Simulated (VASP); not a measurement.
# PbS in VASP: work function with PBE

Aim: the work function of PbS with PBE.

All numbers are computed with VASP 6.6.1; they aren't measurements. Logs are shortened: lines on timing, memory, paths and dates and some standing lists are left out, and cuts for length are marked.

## (1) The cell of the first run

The cell holds a slab with vacuum, 12 atoms: a = 4.193 Å, b = 5.930 Å, c = 25.483 Å, α = 90.00°, β = 90.00°, γ = 90.00°.

## (2) Work function, PBE (the (1 1 0) slab of PbS, cut from the database cell, not relaxed)

The input, INCAR:

```
ALGO     = Fast           # electronic algorithm
DIPOL    = 0.5 0.5 0.500
EDIFF    = 1E-7           # SCF threshold, eV
ENCUT    = 520            # plane-wave cutoff, eV
GGA      = PE             # functional
IDIPOL   = 3            
ISIF     = 2              # what is computed and relaxed
ISMEAR   = 0              # smearing method
LASPH    = True           # aspherical terms in the spheres
LCHARG   = True           # write CHGCAR
LDIPOL   = True         
LELF     = True           # ELF
LREAL    = False          # projectors in reciprocal space
LVACPOTAV= True         
LVHAR    = True         
LWAVE    = False          # write WAVECAR
NELM     = 60             # most SCF steps
PREC     = Accurate       # precision mode
SIGMA    = 0.05           # smearing width, eV
```

The input, KPOINTS:

```
k-points
0
Gamma
  6 5 1
```

The input, POSCAR:

```
PbS
1.0
    4.1931432124      0.0000000000      0.0000000000
    0.0000000000      5.9300000000      0.0000000000
    0.0000000000      0.0000000000     25.4828580311
Pb S
6 6
Direct
    0.5000000000      0.5000000000      0.2943154960
    0.0000000000      0.0000000000      0.3765892976
    0.5000000000      0.5000000000      0.4588630992
    0.0000000000      0.0000000000      0.5411369008
    0.5000000000      0.5000000000      0.6234107024
    0.0000000000      0.0000000000      0.7056845040
    0.5000000000      0.0000000000      0.2943154960
    0.0000000000      0.5000000000      0.3765892976
    0.5000000000      0.0000000000      0.4588630992
    0.0000000000      0.5000000000      0.5411369008
    0.5000000000      0.0000000000      0.6234107024
    0.0000000000      0.5000000000      0.7056845040
```

Potentials or basis: VASP PAW PBE potentials, release 64 (Pb_d, S).

Launch:

```sh
$ cat potpaw_PBE.64/Pb_d/POTCAR potpaw_PBE.64/S/POTCAR > POTCAR
$ mpirun -np 1 vasp_std > vasp.out
```

OUTCAR:

```text
EDIFF = 1E-7
   ENCUT = 520
   GGA = PE
   ISIF = 2
   ISMEAR = 0
   LASPH = True
   LREAL = False
   NELM = 60
   PREC = Accurate

 ion  position               nearest neighbor table
   1  0.500  0.500  0.294-   8 2.96   8 2.96   7 2.96   7 2.96
   2  0.000  0.000  0.377-   7 2.96   7 2.96   9 2.96   9 2.96   8 2.96   8 2.96
   3  0.500  0.500  0.459-  10 2.96  10 2.96   8 2.96   8 2.96   9 2.96   9 2.96
   4  0.000  0.000  0.541-   9 2.96   9 2.96  11 2.96  11 2.96  10 2.96  10 2.96
   5  0.500  0.500  0.623-  12 2.96  12 2.96  10 2.96  10 2.96  11 2.96  11 2.96
   6  0.000  0.000  0.706-  11 2.96  11 2.96  12 2.96  12 2.96
   7  0.500  0.000  0.294-   2 2.96   2 2.96   1 2.96   1 2.96
   8  0.000  0.500  0.377-   1 2.96   1 2.96   3 2.96   3 2.96   2 2.96   2 2.96
   9  0.500  0.000  0.459-   4 2.96   4 2.96   2 2.96   2 2.96   3 2.96   3 2.96
  10  0.000  0.500  0.541-   3 2.96   3 2.96   5 2.96   5 2.96   4 2.96   4 2.96
  11  0.500  0.000  0.623-   6 2.96   6 2.96   4 2.96   4 2.96   5 2.96   5 2.96
  12  0.000  0.500  0.706-   5 2.96   5 2.96   6 2.96   6 2.96

  LATTYP: Found a simple orthorhombic cell.
 ALAT       =     4.1931432124
 B/A-ratio  =     1.4142135624
 C/A-ratio  =     6.0772687076

  Lattice vectors:

 A1 = (   4.1931432124,   0.0000000000,   0.0000000000)
 A2 = (   0.0000000000,   5.9300000000,   0.0000000000)
 A3 = (   0.0000000000,   0.0000000000,  25.4828580311)

Analysis of symmetry for initial positions (statically):
=====================================================================
 Subroutine PRICEL returns:
 Original cell was already a primitive cell.

 Routine SETGRP: Setting up the symmetry group for a
 simple orthorhombic supercell.

 Subroutine GETGRP returns: Found  8 space group operations
 (whereof  4 operations were pure point group operations)
 out of a pool of  8 trial point group operations.

The static configuration has the point symmetry C_2v.
 The point group associated with its full space group is D_2h.

Analysis of symmetry for dynamics (positions and initial velocities):
=====================================================================
 Subroutine PRICEL returns:
 Original cell was already a primitive cell.

 Routine SETGRP: Setting up the symmetry group for a
 simple orthorhombic supercell.

 Subroutine GETGRP returns: Found  8 space group operations
 (whereof  4 operations were pure point group operations)
 out of a pool of  8 trial point group operations.

The dynamic configuration has the point symmetry C_2v.
 The point group associated with its full space group is D_2h.

 Subroutine INISYM returns: Found  8 space group operations
 (whereof  4 operations are pure point group operations),
 and found     1 'primitive' translations

----------------------------------------------------------------------------------------

                                     Primitive cell

  volume of cell :     633.6399

  direct lattice vectors                    reciprocal lattice vectors
     4.193143212  0.000000000  0.000000000     0.238484581  0.000000000  0.000000000
     0.000000000  5.930000000  0.000000000     0.000000000  0.168634064  0.000000000
     0.000000000  0.000000000 25.482858031     0.000000000  0.000000000  0.039242066

  length of vectors
     4.193143212  5.930000000 25.482858031     0.238484581  0.168634064  0.039242066

  position of ions in fractional coordinates (direct lattice)
     0.500000000  0.500000000  0.294315496
     0.000000000  0.000000000  0.376589298
     0.500000000  0.500000000  0.458863099
     0.000000000  0.000000000  0.541136901
     0.500000000  0.500000000  0.623410702
     0.000000000  0.000000000  0.705684504
     0.500000000  0.000000000  0.294315496
     0.000000000  0.500000000  0.376589298
     0.500000000  0.000000000  0.458863099
     0.000000000  0.500000000  0.541136901
     0.500000000  0.000000000  0.623410702
     0.000000000  0.500000000  0.705684504

  ion indices of the primitive-cell ions
   primitive index   ion index
                 1           1
                 2           2
                 3           3
                 4           4
                 5           5
                 6           6
                 7           7
                 8           8
[... 26 lines left out ...]
 Subroutine IBZKPT returns following result:
 ===========================================

 Found     12 irreducible k-points:

 Following reciprocal coordinates:
            Coordinates               Weight
  0.000000  0.000000  0.000000      1.000000
  0.166667  0.000000  0.000000      2.000000
  0.333333  0.000000  0.000000      2.000000
  0.500000  0.000000  0.000000      1.000000
  0.000000  0.200000  0.000000      2.000000
  0.166667  0.200000  0.000000      4.000000
  0.333333  0.200000  0.000000      4.000000
  0.500000  0.200000  0.000000      2.000000
  0.000000  0.400000  0.000000      2.000000
  0.166667  0.400000  0.000000      4.000000
  0.333333  0.400000  0.000000      4.000000
  0.500000  0.400000  0.000000      2.000000
   k-points           NKPTS =     12   k-points in BZ     NKDIM =     12   number of bands    NBANDS=     72
   number of dos      NEDOS =    301   number of ions     NIONS =     12
   total plane-waves  NPLWV = 294912
   dimension x,y,z NGX =    32 NGY =   48 NGZ =  192
   dimension x,y,z NGXF=    64 NGYF=   96 NGZF=  384
   ions per type =               6   6
   NGX,Y,Z   is equivalent  to a cutoff of  12.69, 13.46, 12.53 a.u.
   NGXF,Y,Z  is equivalent  to a cutoff of  25.37, 26.91, 25.05 a.u.
 SYSTEM =  unknown system
   PREC   = accura    normal or accurate (medium, high low for compatibility)
   ISTART =      0    job   : 0-new  1-cont  2-samecut
   ICHARG =      2    charge: 1-file 2-atom 10-const
   ISPIN  =      1    spin polarized calculation?
   LNONCOLLINEAR =      F non collinear calculations
   LSORBIT =      F    spin-orbit coupling
   LASPH  =      T    aspherical Exc in radial PAW
   ENCUT  =  520.0 eV  38.22 Ry    6.18 a.u.   7.80 11.03 47.38*2*pi/ulx,y,z
   NELM   =     60;   NELMIN=  2; NELMDL= -5     # of ELM steps
   EDIFF  = 0.1E-06   stopping-criterion for ELM
   LREAL  =      F    real-space projection
   EDIFFG = 0.1E-05   stopping-criterion for IOM
   NSW    =      0    number of steps for IOM
   IBRION =     -1    ionic relax: 0-MD 1-quasi-New 2-CG
   NFREE  =      0    steps in history (QN), initial steepest desc. (CG)
   ISIF   =      2    stress and relaxation
   ISYM   =      2    0-nonsym 1-usesym 2-fastsym
   POTIM  = 0.5000    time-step for ionic-motion
   TEBEG  =    0.0;   TEEND  =   0.0 temperature during run
   PSTRESS=    0.0 pullay stress
   NELECT =     120.0000    total number of electrons
   NUPDOWN=      -1.0000    fix difference up-down
   EMIN   =  10.00;   EMAX   =-10.00  energy-range for DOS
   EFERMI =   0.00;   METHOD = LEGACY
   ISMEAR =     0;   SIGMA  =   0.05  broadening in eV -4-tet -1-fermi 0-gaus
   EFERMI_NEDOS =   21; number of points for ismear=-14 and -15
   IALGO  =     68    algorithm
   IMIX   =      4    mixing-type and parameters
     AMIX     =   0.40;   BMIX     =  1.00
     AMIX_MAG =   1.60;   BMIX_MAG =  1.00
  volume/ion in A,a.u.               =      52.80       356.33
  Fermi-wavevector in a.u.,A,eV,Ry     =   0.940130  1.776587 12.025424  0.883844
  Thomas-Fermi vector in A             =   2.067511
   LORBIT       =      0    0 simple, 1 ext, 2 COOP (PROOUT), +10 PAW based schemes
   GGA     = PE    functional components
   LHFCALC =     F    Hartree Fock is set to
   AEXX    =    0.0000 exact exchange contribution
   IVDW    =     0    specifies the selected vdW correction
   LEPSILON=     F    determine dielectric tensor
   LRPA    =     F    only Hartree local field effects (RPA)
 non-spin polarized calculation
 RMM-DIIS sequential band-by-band and
 Gauss-broadening in eV      SIGMA  =   0.05
  energy-cutoff  :      520.00
  volume of cell :      633.64
 maximum number of plane-waves:     17126
 NGX is ok and might be reduce to    32
   NGX = 15   NGY = 23   NGZ = 95

 dipolmoment           0.000000      0.000000      0.000000 electrons x Angstroem

 number of electron     119.9999989 magnetization

 dipolmoment           0.000000      0.000000     -0.000000 electrons x Angstroem

 Free energy of the ion-electron system (eV)
  ---------------------------------------------------
  ext. energy  EPLUGINS =         0.00000000
  ---------------------------------------------------
  free energy    TOTEN  =       -51.02436270 eV

  energy without entropy =      -51.02436270  energy(sigma->0) =      -51.02436270

 E-fermi :   0.6194     XC(G=0):  -5.3578

 val. band max:        0.3691200438   @ k =   0.0000   0.4000   0.0000
 cond. band min:       1.1271061003   @ k =   0.5000   0.4000   0.0000
 fundamental gap:      0.7579860564
 Fermi energy:         0.6194338582

 k-point     1 :       0.0000    0.0000    0.0000
  band No.  band energies     occupation
      1     -16.6993      2.00000
      2     -16.6993      2.00000
      3     -16.6786      2.00000
      4     -16.6786      2.00000
      5     -16.5680      2.00000
      6     -16.5677      2.00000
[... 889 lines left out ...]
     71       3.6312      0.00000
     72       3.6316      0.00000

------------------------ aborting loop because EDIFF is reached ----------------------------------------

 vacuum level on the upper side and lower side of the slab       (xc-potential included)        -0.084        -0.084

  FORCE on cell =-STRESS in cart. coord.  units (eV):
  Direction    XX          YY          ZZ          XY          YZ          ZX
  --------------------------------------------------------------------------------------
  -------------------------------------------------------------------------------------
  Total        0.2764687     -1.1243103     -1.1536784      0.0000000      0.0000000      0.0000000
  in kB        0.6990593     -2.8428519     -2.9171100      0.0000000      0.0000000      0.0000000
  external PRESSURE =      -1.6869676 kB  Pullay stress =       0.0000000 kB

 VOLUME and BASIS-vectors are now :
 -----------------------------------------------------------------------------
  energy-cutoff  :      520.00
  volume of cell :      633.64
      direct lattice vectors                 reciprocal lattice vectors
     4.193143212  0.000000000  0.000000000     0.238484581  0.000000000  0.000000000
     0.000000000  5.930000000  0.000000000     0.000000000  0.168634064  0.000000000
     0.000000000  0.000000000 25.482858031     0.000000000  0.000000000  0.039242066

 POSITION                                       TOTAL-FORCE (eV/Angst)
 -----------------------------------------------------------------------------------
      2.09657      2.96500      7.50000         0.000000      0.000000      0.567655
      0.00000      0.00000      9.59657         0.000000      0.000000     -0.950762
      2.09657      2.96500     11.69314         0.000000      0.000000      0.375362
      0.00000      0.00000     13.78971         0.000000      0.000000     -0.375362
      2.09657      2.96500     15.88629         0.000000      0.000000      0.950762
      0.00000      0.00000     17.98286         0.000000      0.000000     -0.567655
      2.09657      0.00000      7.50000         0.000000      0.000000      0.426627
      0.00000      2.96500      9.59657         0.000000      0.000000     -0.824797
      2.09657      0.00000     11.69314         0.000000      0.000000      0.465429
      0.00000      2.96500     13.78971         0.000000      0.000000     -0.465429
      2.09657      0.00000     15.88629         0.000000      0.000000      0.824797
      0.00000      2.96500     17.98286         0.000000      0.000000     -0.426627
 -----------------------------------------------------------------------------------
    total drift:                                0.000000     -0.000000      0.000000

  FREE ENERGIE OF THE ION-ELECTRON SYSTEM (eV)
  ---------------------------------------------------
  free  energy   TOTEN  =       -51.0243627036 eV

  energy  without entropy=      -51.0243627036  energy(sigma->0) =      -51.02436270

 vacuum level on the upper side and lower side of the slab         4.940         4.940
```

It took 13 min on 1 thread of Intel Xeon 6975P-C (Granite Rapids), shared host; peak memory 0.84 GiB.

Results:

```yaml
Free_energy: -51.0244 eV
Largest_force: 0.951 eV/Å
Band_gap_on_the_k_mesh: 0.76 eV, indirect (least direct gap 0.97 eV)
Ionisation_potential_of_the_upper_face: 4.57 eV
```

Forces on the atoms (eV/Å):
```
Pb   0.000  0.000  0.568
Pb   0.000  0.000 -0.951
Pb   0.000  0.000  0.375
Pb   0.000  0.000 -0.375
Pb   0.000  0.000  0.951
Pb   0.000  0.000 -0.568
S    0.000  0.000  0.427
S    0.000  0.000 -0.825
S    0.000  0.000  0.465
S    0.000  0.000 -0.465
S    0.000  0.000  0.825
S    0.000  0.000 -0.427
```

Levels at points of the mesh, in eV from the valence-band top:
```csv
k point,band 56,band 57,band 58,band 59,band 60,band 61,band 62,band 63,band 64,band 65
"(0.00, 0.00, 0.00)",-1.09,-0.73,-0.72,-0.62,-0.23,1.31,1.96,2.42,2.72,3.17
"(0.50, 0.00, 0.00)",-1.88,-1.37,-1.37,-0.53,-0.53,1.25,1.25,2.56,2.56,3.15
```

Caveat: spin-orbit coupling is left out, which as a rule narrows the gap of such compounds by several tenths of an eV.
